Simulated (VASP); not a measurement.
# C (Fd-3m) in VASP: settings compared

Aim: see how the results for C move with the level of theory and the settings. Levels: PBE+MBD, PBEsol+D3, PBEsol+D3(BJ), PBE, revTPSS. Tasks: relaxation of cell and atoms, single point.

Everything below comes from runs of VASP 6.6.1. Logs are shortened: lines on timing, memory, paths and dates and some standing lists are left out, and cuts for length are marked.

## 1. Starting point

It takes space group Fd-3m (No. 227, cubic). Conventional cell: a = 3.567 Å, b = 3.567 Å, c = 3.567 Å, α = 90.00°, β = 90.00°, γ = 90.00°. Around C (site symmetry -43m) lie 4 C at 1.54 Å.

This isn't the form of C at room conditions, which is graphite.

## 2. Relaxation of cell and atoms, PBE+MBD

INCAR

```
PREC     = Accurate       # precision mode
ENCUT    = 600            # plane-wave cutoff, eV
EDIFF    = 1E-6           # SCF threshold, eV
ISMEAR   = -1             # smearing method
SIGMA    = 0.05           # smearing width, eV
LREAL    = False          # projectors in reciprocal space
LASPH    = True           # aspherical terms in the spheres
NELM     = 80             # most SCF steps
ALGO     = Fast           # electronic algorithm
ISIF     = 3              # what is computed and relaxed
LWAVE    = False          # write WAVECAR
LCHARG   = False          # write CHGCAR
GGA      = PE             # functional
IVDW     = 202            # dispersion correction
IBRION   = 2              # ionic algorithm
NSW      = 40             # ionic steps
EDIFFG   = -0.01          # ionic threshold
```

KPOINTS

```
Automatic mesh
0
Gamma
  13 13 13
```

POSCAR

```
C
1.0
    0.0000000000      1.7833700000      1.7833700000
    1.7833700000      0.0000000000      1.7833700000
    1.7833700000      1.7833700000      0.0000000000
C
2
Direct
    0.7500000000      0.7500000000      0.7500000000
    0.5000000000      0.5000000000      0.5000000000
```

Potentials or basis: VASP PAW PBE potentials, release 64 (C).

On the command line:

```sh
> cat potpaw_PBE.64/C/POTCAR > POTCAR
> mpirun -np 1 vasp_std > vasp.out
```

OUTCAR:

```text
PREC = Accurate
   ENCUT = 600
   EDIFF = 1E-6
   ISMEAR = -1
   LREAL = False
   LASPH = True
   NELM = 80
   ISIF = 3
   GGA = PE
   IVDW = 202
   IBRION = 2
   NSW = 40
   EDIFFG = -0.01
  IVDW = 202

 ion  position               nearest neighbor table
   1  0.750  0.750  0.750-   2 1.54   2 1.54   2 1.54   2 1.54
   2  0.500  0.500  0.500-   1 1.54   1 1.54   1 1.54   1 1.54

  LATTYP: Found a face centered cubic cell.
 ALAT       =     3.5667400000

  Lattice vectors:

 A1 = (   0.0000000000,   1.7833700000,   1.7833700000)
 A2 = (   1.7833700000,   0.0000000000,   1.7833700000)
 A3 = (   1.7833700000,   1.7833700000,   0.0000000000)

Analysis of symmetry for initial positions (statically):
=====================================================================
 Subroutine PRICEL returns:
 Original cell was already a primitive cell.

 Routine SETGRP: Setting up the symmetry group for a
 face centered cubic supercell.

 Subroutine GETGRP returns: Found 48 space group operations
 (whereof 24 operations were pure point group operations)
 out of a pool of 48 trial point group operations.

The static configuration has the point symmetry T_d .
 The point group associated with its full space group is O_h .

Analysis of symmetry for dynamics (positions and initial velocities):
=====================================================================
 Subroutine PRICEL returns:
 Original cell was already a primitive cell.

 Routine SETGRP: Setting up the symmetry group for a
 face centered cubic supercell.

 Subroutine GETGRP returns: Found 48 space group operations
 (whereof 24 operations were pure point group operations)
 out of a pool of 48 trial point group operations.

The dynamic configuration has the point symmetry T_d .
 The point group associated with its full space group is O_h .

 Subroutine INISYM returns: Found 48 space group operations
 (whereof 24 operations are pure point group operations),
 and found     1 'primitive' translations

----------------------------------------------------------------------------------------

                                     Primitive cell

  volume of cell :      11.3437

  direct lattice vectors                    reciprocal lattice vectors
     0.000000000  1.783370000  1.783370000    -0.280368067  0.280368067  0.280368067
     1.783370000  0.000000000  1.783370000     0.280368067 -0.280368067  0.280368067
     1.783370000  1.783370000  0.000000000     0.280368067  0.280368067 -0.280368067

  length of vectors
     2.522066041  2.522066041  2.522066041     0.485611737  0.485611737  0.485611737

  position of ions in fractional coordinates (direct lattice)
     0.750000000  0.750000000  0.750000000
     0.500000000  0.500000000  0.500000000

  ion indices of the primitive-cell ions
   primitive index   ion index
                 1           1
                 2           2

----------------------------------------------------------------------------------------

 KPOINTS: Automatic mesh

Automatic generation of k-mesh.
 Grid dimensions read from file:
 generate k-points for:   13   13   13

 Generating k-lattice:

  Cartesian coordinates                     Fractional coordinates (reciprocal lattice)
    -0.021566774  0.021566774  0.021566774     0.076923077  0.000000000  0.000000000
     0.021566774 -0.021566774  0.021566774     0.000000000  0.076923077  0.000000000
     0.021566774  0.021566774 -0.021566774     0.000000000  0.000000000  0.076923077

  Length of vectors
     0.037354749  0.037354749  0.037354749

  Shift w.r.t. Gamma in fractional coordinates (k-lattice)
     0.000000000  0.000000000  0.000000000

 Subroutine IBZKPT returns following result:
 ===========================================

 Found     84 irreducible k-points:

 Following reciprocal coordinates:
            Coordinates               Weight
  0.000000  0.000000  0.000000      1.000000
  0.076923  0.000000  0.000000      8.000000
  0.153846  0.000000  0.000000      8.000000
  0.230769  0.000000  0.000000      8.000000
  0.307692  0.000000  0.000000      8.000000
  0.384615  0.000000  0.000000      8.000000
[... 42 lines left out ...]
 -0.461538  0.461538  0.000000     12.000000
  0.230769  0.153846  0.076923     24.000000
 [... further k-points ...]
   k-points           NKPTS =     84   k-points in BZ     NKDIM =     84   number of bands    NBANDS=      8
   number of dos      NEDOS =    301   number of ions     NIONS =      2
   total plane-waves  NPLWV =   8000
   dimension x,y,z NGX =    20 NGY =   20 NGZ =   20
   dimension x,y,z NGXF=    40 NGYF=   40 NGZF=   40
   ions per type =               2
   NGX,Y,Z   is equivalent  to a cutoff of  13.18, 13.18, 13.18 a.u.
   NGXF,Y,Z  is equivalent  to a cutoff of  26.37, 26.37, 26.37 a.u.
 SYSTEM =  unknown system
   PREC   = accura    normal or accurate (medium, high low for compatibility)
   ISTART =      0    job   : 0-new  1-cont  2-samecut
   ICHARG =      2    charge: 1-file 2-atom 10-const
   ISPIN  =      1    spin polarized calculation?
   LNONCOLLINEAR =      F non collinear calculations
   LSORBIT =      F    spin-orbit coupling
   LASPH  =      T    aspherical Exc in radial PAW
   ENCUT  =  600.0 eV  44.10 Ry    6.64 a.u.   5.04  5.04  5.04*2*pi/ulx,y,z
   NELM   =     80;   NELMIN=  2; NELMDL= -5     # of ELM steps
   EDIFF  = 0.1E-05   stopping-criterion for ELM
   LREAL  =      F    real-space projection
   EDIFFG = -.1E-01   stopping-criterion for IOM
   NSW    =     40    number of steps for IOM
   IBRION =      2    ionic relax: 0-MD 1-quasi-New 2-CG
   NFREE  =      1    steps in history (QN), initial steepest desc. (CG)
   ISIF   =      3    stress and relaxation
   ISYM   =      2    0-nonsym 1-usesym 2-fastsym
   POTIM  = 0.5000    time-step for ionic-motion
   TEBEG  =    0.0;   TEEND  =   0.0 temperature during run
   PSTRESS=    0.0 pullay stress
   NELECT =       8.0000    total number of electrons
   NUPDOWN=      -1.0000    fix difference up-down
   EMIN   =  10.00;   EMAX   =-10.00  energy-range for DOS
   EFERMI =   0.00;   METHOD = LEGACY
   ISMEAR =    -1;   SIGMA  =   0.05  broadening in eV -4-tet -1-fermi 0-gaus
   EFERMI_NEDOS =   21; number of points for ismear=-14 and -15
   IALGO  =     68    algorithm
   IMIX   =      4    mixing-type and parameters
     AMIX     =   0.40;   BMIX     =  1.00
     AMIX_MAG =   1.60;   BMIX_MAG =  1.00
  volume/ion in A,a.u.               =       5.67        38.28
  Fermi-wavevector in a.u.,A,eV,Ry     =   1.457203  2.753714 28.891161  2.123440
  Thomas-Fermi vector in A             =   2.574032
   LORBIT       =      0    0 simple, 1 ext, 2 COOP (PROOUT), +10 PAW based schemes
   GGA     = PE    functional components
   LHFCALC =     F    Hartree Fock is set to
   AEXX    =    0.0000 exact exchange contribution
   IVDW    =   202    specifies the selected vdW correction
   LEPSILON=     F    determine dielectric tensor
   LRPA    =     F    only Hartree local field effects (RPA)
 conjugate gradient relaxation of ions
 non-spin polarized calculation
 RMM-DIIS sequential band-by-band and
  energy-cutoff  :      600.00
  volume of cell :       11.34
 maximum number of plane-waves:       388
   NGX =  9   NGY =  9   NGZ =  9

--------------------------------------- Ionic step        1  -------------------------------------------

 number of electron       7.9999999 magnetization

 Free energy of the ion-electron system (eV)
  ---------------------------------------------------
  ext. energy  EPLUGINS =         0.00000000
  ---------------------------------------------------
  free energy    TOTEN  =       -18.19006706 eV

  energy without entropy =      -18.19006706  energy(sigma->0) =      -18.19006706

------------------------ aborting loop because EDIFF is reached ----------------------------------------

  Tkatchenko/Scheffler method for vdW energy calculation

  Edisp (eV):   -0.43402

  FORCE on cell =-STRESS in cart. coord.  units (eV):
  Direction    XX          YY          ZZ          XY          YZ          ZX
  --------------------------------------------------------------------------------------
  -------------------------------------------------------------------------------------
  Total      -0.22764    -0.22764    -0.22764    -0.00000    -0.00000     0.00000
  in kB     -32.15154   -32.15154   -32.15154    -0.00000    -0.00000     0.00000
  external pressure =      -32.15 kB  Pullay stress =        0.00 kB
[... 61 lines left out ...]
  energy  without entropy=      -18.6233735720  energy(sigma->0) =      -18.62337357

--------------------------------------- Ionic step        3  -------------------------------------------

 number of electron       7.9999999 magnetization

 Free energy of the ion-electron system (eV)
  ---------------------------------------------------
  ext. energy  EPLUGINS =         0.00000000
  ---------------------------------------------------
  free energy    TOTEN  =       -18.18852811 eV

  energy without entropy =      -18.18852811  energy(sigma->0) =      -18.18852811

 E-fermi :  10.7998     XC(G=0): -13.2844

 val. band max:        9.8258420314   @ k =   0.0000   0.0000   0.0000
 cond. band min:      13.9827044972   @ k =   0.3846   0.3846   0.0000
 fundamental gap:      4.1568624658
 Fermi energy:        10.7998428940

 k-point     1 :       0.0000    0.0000    0.0000
  band No.  band energies     occupation
      1     -11.7410      2.00000
      2       9.8258      2.00000
      3       9.8258      2.00000
      4       9.8258      2.00000
      5      15.4345      0.00000
      6      15.4345      0.00000
      7      15.4345      0.00000
      8      23.3110      0.00000
[... 419 lines left out ...]
 k-point    40 :       0.4615    0.3077    0.0000
  band No.  band energies     occupation
      1      -6.0275      2.00000
      2       0.4046      2.00000
      3       2.8017      2.00000
      4       4.3097      2.00000
      5      15.0909      0.00000
      6      18.2886      0.00000
      7      24.2590      0.00000
      8      24.5045      0.00000

 [... further k-points ...]

------------------------ aborting loop because EDIFF is reached ----------------------------------------

  Hirshfeld charges:
            ion         q(e)
   ------------------------------
      1     C       -0.00000000
      2     C        0.00000000

  Tkatchenko/Scheffler method for vdW energy calculation

  Edisp (eV):   -0.43629

  FORCE on cell =-STRESS in cart. coord.  units (eV):
  Direction    XX          YY          ZZ          XY          YZ          ZX
  --------------------------------------------------------------------------------------
  -------------------------------------------------------------------------------------
  Total      -0.01931    -0.01931    -0.01931    -0.00000    -0.00000     0.00000
  in kB      -2.74556    -2.74556    -2.74556    -0.00000    -0.00000     0.00000
  external pressure =       -2.75 kB  Pullay stress =        0.00 kB
[... 17 lines left out ...]
  FREE ENERGIE OF THE ION-ELECTRON SYSTEM (eV)
  ---------------------------------------------------
  free  energy   TOTEN  =       -18.6248174241 eV

  energy  without entropy=      -18.6248174241  energy(sigma->0) =      -18.62481742

 reached required accuracy - stopping structural energy minimisation
```

Run time: 2 min. Hardware: 1 thread of Intel Xeon Platinum 8488C (Sapphire Rapids), shared host; peak memory 0.12 GiB.

What came out:

```yaml
Free_energy: -18.6248 eV
Relaxed_volume: 5.63 Å³/atom
Relaxed_cell: a = 2.516 Å, b = 2.516 Å, c = 2.516 Å, α = 60.00°, β = 60.00°, γ = 60.00°
Space_group_after_relaxing_to_0.05_Å: Fd-3m (No. 227)
Energy_gained_by_relaxing: 0.4 meV/atom
Ionic_steps: 3
Pressure_after_relaxing: -0.3 GPa
Band_gap_on_the_k_mesh: 4.16 eV, indirect (least direct gap 5.61 eV)
Dispersion_energy_per_atom: -0.218 eV
```

The path:
```
step  energy change (eV)  largest force (eV/Å)  pressure (GPa)  volume (Å³)
   1              0.0000                0.0000           -3.22        11.34
   2              0.0007                0.0000            4.17        11.16
   3             -0.0007                0.0000           -0.27        11.27
```

Final structure:
```yaml
crystal:
  lattice:
    - [0.00000, 1.77939, 1.77939]
    - [1.77939, 0.00000, 1.77939]
    - [1.77939, 1.77939, 0.00000]
  atoms:
    - { symbol: C, position: [0.75000, 0.75000, 0.75000] }
    - { symbol: C, position: [0.50000, 0.50000, 0.50000] }
```

Caveat: an odd mesh through Γ misses points on the zone boundary, where band edges often lie.

(Continued in part 2 of 3.)
